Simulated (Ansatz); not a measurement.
All numbers below come from Ansatz 0.2.0, DFT PBE, scalar-relativistic, plane waves, PAW. Settings: cutoff 420 eV, Γ-centred meshes spaced at most about 0.3 Å⁻¹, and about 0.25 Å⁻¹ or finer for metals (2π included), Gaussian smearing. No spin polarisation in the final relaxations.

Temperature and zero-point effects are left out.

Two forms of Li were relaxed alike.

A.

```yaml
crystal:
  lattice:
    - [-1.74292, 1.74292, 1.66637]
    - [1.74292, -1.74292, 1.66637]
    - [1.74292, 1.74292, -1.66637]
  atoms:
    - { symbol: Li, position: [0.50000, 0.50000, 0.00000] }
```

B.

```yaml
crystal:
  lattice:
    - [0.00000, 3.31967, 3.31967]
    - [3.31967, 0.00000, 3.31967]
    - [3.31967, 3.31967, 0.00000]
  atoms:
    - { symbol: Li, position: [0.25000, 0.25000, 0.25000] }
    - { symbol: Li, position: [0.75000, 0.75000, 0.75000] }
    - { symbol: Li, position: [0.50000, 0.50000, 0.50000] }
```

Question: Which form is favoured at zero pressure, and by what margin per atom?

Answer: A is lower, by 236 meV/atom. A has space group I4/mmm (No. 139), 20.2 Å³/atom and no gap on its mesh; B has space group Fm-3m (No. 225), 24.4 Å³/atom and no gap. Counting all near atoms (those within 1.25 times the shortest distance at each site; a plus sign parts nearer from farther groups; a slash parts the counts of unlike sites), A has Li 8+6 and B has Li 8/4+6. The denser one is the lower, and pressure would at first widen the difference. In A, Li has 8 Li at 2.98 Å and 6 Li at 3.33–3.49 Å. In B, Li on a site of symmetry -43m is surrounded by 4 Li at 2.87 Å and 6 Li at 3.32 Å; Li on a site of symmetry m-3m has 8 Li at 2.87 Å. Both come from invented guesses. The part of the Crystallography Open Database at hand lists Li in space groups No. 166, 191, 194, 225, 229; sharing a group (Fm-3m) doesn't make a cell the listed structure.

Cells relaxed within their symmetry can be saddle points.
